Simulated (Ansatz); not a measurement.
# MoS2 (1H sheet): how robust is the cRPA U?, part 2 of 2

Wanted: the sensitivity and cost of U and J for MoS2 (1H sheet).

Ansatz 0.2.0; constrained RPA on PBEsol, plane waves, PAW.

So far. Step 5 (Changed: smooth pair densities): On the Mo d shell, screening brings the on-site interaction from 8.8 eV down to U = 2.46 eV. Step 6 (Changed: accuracy low): On the Mo d shell, screening brings the on-site interaction from 8.8 eV down to U = 2.45 eV.

## Step 8: Changed: strain +3%

The cell differs from the one that the last finished run ended in (a 3.140 → 3.235 Å, b 3.140 → 3.235 Å).

input.yaml

```yaml
crystal:
  lattice:
    - [-2.8012817197, 1.6173207599, 0.0]
    - [0.0, -3.2346415095, 0.0]
    - [0.0, 0.0, 30.26341314]
  atoms:
    - { symbol: Mo, position: [0.0, 0.0, 0.3124002101] }
    - { symbol: S, position: [0.3333333333, 0.6666666667, 0.3638940654] }
    - { symbol: S, position: [0.3333333333, 0.6666666667, 0.2609063547] }
  periodic: [true, true, false]
kpoints:
  mp_grid: { grid: [12, 12, 1] }
hamiltonian:
  xc: pbesol
scf:
  occupations: { method: gaussian, width: 0.08 }
  n_extra_bands: 19
  max_iter: 150
  lower_state_search: "off"
output:
  crpa:
    kmesh: [6, 6, 1]
    target_bands: [v1, c4]
    projections: [{ species: Mo, l: d, shell: 4 }]
  local_orbitals:
    kmesh: [12, 12, 1]
    orbitals: [{ species: Mo, l: d, shell: 4 }]
    window: { bands: [v1, c4] }
    seedname: lo
```

Command:

```sh
$ ansatz run input.yaml --threads 4 --pin off --max-ram 14745MiB --backend cpu --events-out ev --progress --plain --runs-dir out
```

Numbers of over 12 decimals in the logs are rounded to 6 here.

Output:

```text
[...]
Crystal: 3 atoms, lattice volume = 274.221 Å³
Basis set: ecut = 420 eV, 5465 PW (Γ)
Bands: 32, of which v1, the nominal top of the filled ones, is band 13 counted from 1 (12 counted from 0)
Symmetry: 12 space group operations
[...]
k-points: 19 of 144 (time reversal used)
[...]
χ-basis size per q: N_G = 951..1017
[...]
screened: U = 2.5163 eV, U' = 2.1233 eV, J = 0.1910 eV
      screened d-shell averages: U_bar = F0 = 2.2019 eV, J_bar = 0.2696 eV
      screened, to within: U = 4.6e-3 eV, U' = 4.6e-3 eV, J = 2.8e-4 eV
      screened d-shell averages, to within: U_bar = 4.1e-3 eV, J_bar = 4.1e-4 eV
      bare: V = 9.0874 eV, V' = 8.4564 eV, J = 0.2946 eV
      bare d-shell averages: V_bar = F0 = 8.5826 eV, J_bar = 0.4208 eV
[...]
[key lines of the parts left out:]
SCF converged after 7 iterations
Free energy (F): -6670.045494 eV
Fermi energy:    -5.215031 eV
```

The job ended after 2.4 min (4 threads of Arm Neoverse V1, shared host; peak memory 1.7 GiB).

This step gave:

```yaml
u: 2.516 eV
u_prime_inter_orbital: 2.123 eV
j: 0.1910 eV
bare_v: 9.087 eV
bare_j: 0.2946 eV
stated_bound_on_u: 0.004533 eV
u_over_bare_v: 0.2769
electrons_in_the_window: 2
head_of_the_constrained_inverse_dielectric_matrix: 0.5957
least_eigenvalue_of_the_projection_s_overlap: 0.3293
target_functions: 5
bands_in_the_sums: 34
r_m_s_miss_of_the_model_bands: 0.003001 eV
width_of_the_target_bands: 5.509 eV
weight_of_the_projected_orbitals_in_the_window: 0.5721
```

On the Mo d shell, screening brings the on-site interaction from 9.1 eV down to U = 2.52 eV.

## Step 9: Changed: potentials

This step: constrained RPA on PBEsol, plane waves, norm-conserving pseudopotentials.

input.yaml, the sections that differ from step 8:

```yaml
crystal:
  lattice:
    - [-2.71969099, 1.57021433, 0.0]
    - [0.0, -3.14042865, 0.0]
    - [0.0, 0.0, 30.26341314]
  atoms:
    - { symbol: Mo, position: [0.0, 0.0, 0.3124002101] }
    - { symbol: S, position: [0.3333333333, 0.6666666667, 0.3638940654] }
    - { symbol: S, position: [0.3333333333, 0.6666666667, 0.2609063547] }
  periodic: [true, true, false]
hamiltonian:
  xc: pbesol
  pseudopotentials: { kind: nc }
output:
  crpa:
    kmesh: [6, 6, 1]
    target_bands: [v1, c4]
    projections: [{ species: Mo, l: d, shell: 4 }]
# kpoints, scf: as in step 8
```

Output:

```text
[...]
Crystal: 3 atoms, lattice volume = 258.480 Å³
Basis set: ecut = 1088.45545 eV, 21253 PW (Γ)
Bands: 32, of which v1, the nominal top of the filled ones, is band 13 counted from 1 (12 counted from 0)
Symmetry: 12 space group operations
[...]
k-points: 19 of 144 (time reversal used)
[...]
χ-basis size per q: N_G = 855..969
[...]
screened: U = 2.4560 eV, U' = 2.0846 eV, J = 0.1812 eV
      screened d-shell averages: U_bar = F0 = 2.1589 eV, J_bar = 0.2555 eV
      screened, to within: U = 6.4e-3 eV, U' = 6.4e-3 eV, J = 5.5e-4 eV
      screened d-shell averages, to within: U_bar = 5.3e-3 eV, J_bar = 8.0e-4 eV
      bare: V = 8.8372 eV, V' = 8.2389 eV, J = 0.2816 eV
      bare d-shell averages: V_bar = F0 = 8.3586 eV, J_bar = 0.4012 eV
[...]
[key lines of the parts left out:]
SCF converged after 10 iterations
Free energy (F): -2514.765060 eV
Fermi energy:    -5.058977 eV
```

The job ended after 9.4 min (4 threads; peak memory 5.1 GiB; 37 min of CPU time).

This step gave:

```yaml
u: 2.456 eV
u_prime_inter_orbital: 2.085 eV
j: 0.1812 eV
bare_v: 8.837 eV
bare_j: 0.2816 eV
stated_bound_on_u: 0.006312 eV
u_over_bare_v: 0.2779
electrons_in_the_window: 2
head_of_the_constrained_inverse_dielectric_matrix: 0.5915
least_eigenvalue_of_the_projection_s_overlap: 0.3047
target_functions: 5
bands_in_the_sums: 34
width_of_the_target_bands: 6.162 eV
weight_of_the_projected_orbitals_in_the_window: 0.5534
```

On the Mo d shell, screening brings the on-site interaction from 8.8 eV down to U = 2.46 eV.

## Step 10: Side by side

Times are wall times on 4 threads of Arm Neoverse V1, shared host, good to a factor of about two.

```
                  run  bare V (eV)  U (eV)  J (eV)  bound on U (eV)  width (eV)     time
        target window         8.83   2.455   0.182           0.0043        6.16    2 min
           9×9×1 mesh         8.75   2.435   0.180           0.0042        6.16  6.2 min
           3×3×1 mesh         9.16   2.616   0.183           0.0049        6.16     30 s
smooth pair densities         8.83   2.460   0.184           0.0025        6.16  1.7 min
         accuracy low         8.83   2.450   0.181           0.0548        6.16     64 s
           strain +3%         9.09   2.516   0.191           0.0045        5.51  2.4 min
           potentials         8.84   2.456   0.181           0.0063        6.16  9.4 min
```

## Step 11: Summary of results

```json
{"target window": "U 2.45 eV, J 0.18 eV", "9×9×1 mesh": "U 2.43 eV, J 0.18 eV", "3×3×1 mesh": "U 2.62 eV, J 0.18 eV", "smooth pair densities": "U 2.46 eV, J 0.18 eV", "accuracy low": "U 2.45 eV, J 0.18 eV", "strain +3%": "U 2.52 eV, J 0.19 eV", "potentials": "U 2.46 eV, J 0.18 eV"}
```

9×9×1 mesh moves U by −0.02 eV at 3.1 times the time. 3×3×1 mesh moves U by +0.16 eV at 0.25 times the time. Smooth pair densities moves U by +0.01 eV (within the solver's bounds, for the mean over orbitals). Accuracy low moves U by −0.005 eV (within the solver's bounds, for the mean over orbitals). Strain +3% moves U by +0.06 eV. Potentials moves U by +0.001 eV (within the solver's bounds, for the mean over orbitals) at 4.7 times the time. The printed bound covers the solver alone, not the mesh. The parent state is non-magnetic and the interaction static (zero frequency); U depends on the window and the orbitals, so it belongs to this model alone.

[Paths, hosts, dates, memory and timing lines, banners, echoed tables and standing remarks are left out of the program output.]

[Logs are printed without paths, hosts, clocks, repeated set-up lines and the standing remarks that a program may print on its own settings, such as how far it seeks lower states.]

[Runs of the session that timed out or met a known fault of the program may be left out.]

[Hosts, paths, dates, database ids (printed as entryN), source tags and the programs' standing remarks are cut or masked in the printed files.]
